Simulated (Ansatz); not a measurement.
**GeS and a variant**

Base: a COD entry whose atoms were relaxed with PBE, the cell held.

```
Ge S
1.0
    10.47000    0.00000    0.00000
     0.00000    3.64100    0.00000
     0.00000    0.00000    4.29700
Ge S
4 4
Direct
  0.62091 0.25000 0.37197
  0.87909 0.75000 0.87197
  0.12091 0.25000 0.12803
  0.37909 0.75000 0.62803
  0.85055 0.25000 0.49738
  0.64945 0.75000 0.99738
  0.35055 0.25000 0.00262
  0.14945 0.75000 0.50262
```

Atom numbers follow the list; atoms alike are taken as one site, whose name carries the number of the first.

Method: Kohn–Sham DFT in Ansatz, PBE, plane waves and PAW, scalar-relativistic, 420 eV cutoff, Γ-centred 5×12×10 k-points, Fermi–Dirac smearing 0.02 eV.

Gradients in 10²¹ V/m²:

```tsv
site	atoms	V_zz base	η base	V_zz variant	η variant
Ge	1, 2, 3, 4	-7.46	0.36	-7.50	0.32
S	5, 6, 7, 8	-5.15	0.03	-5.30	0.05
```

(1) Which change was made?
A. volume scaled by 0.98, ions relaxed
B. z stretched by 1 %, ions relaxed
C. volume scaled by 1.06, ions relaxed
D. z compressed by 1 %, ions relaxed

## Answers

(1) B. The largest change of V_zz is on S, from -5.15 to -5.30. In per cent, |V_zz| changes by +1 on Ge, +3 on S (all sites that start above 0.5).
